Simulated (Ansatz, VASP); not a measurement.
**One calculation of ZrC, two programs**

```
CELL_PARAMETERS angstrom
0.00000 2.36500 2.36500
2.36500 0.00000 2.36500
2.36500 2.36500 0.00000
ATOMIC_POSITIONS crystal
Zr 0.50000 0.50000 0.50000
C 0.00000 0.00000 0.00000
```

Alike in both runs: task density of states; functional r2SCAN; k mesh 7 × 7 × 7; spin-orbit coupling, no magnetisation; Hubbard terms Zr d U = 1 eV.

|  | VASP | Ansatz |
| --- | --- | --- |
| version | VASP 6.6.1 | Ansatz 0.2.0 |
| potentials or method | VASP PAW PBE potentials, release 64 (Zr_sv_GW, C_GW) | Ansatz PAW |
| plane-wave cutoff (eV) | 600 | 500 |
| occupations | tetrahedron | fermi-dirac, width 0.05 eV |
| valence electrons in the cell | 16 | 16 |

|  | VASP | Ansatz | Ansatz less VASP |
| --- | --- | --- | --- |
| gap on the k mesh at the Fermi level (eV) | none | none | - |
| pressure (GPa) | -1.9 | -1.3 | +0.58 |

The programs project onto different local orbitals, so the same U acts differently. A gap of «none» marks a metal or a gap that the smearing closes.

Caveats: the U is typed as a test and isn't derived for this compound; the PAW data sets were made with another functional, which shifts forces and pressure a little (VASP); U without spin polarisation on a metal has little footing (Ansatz); the PAW data sets come from PBE, with cores solved anew for the run's functional, which leaves a small shift of forces and pressure (Ansatz); the density of states is complete only up to the lowest level of the last band computed (Ansatz).
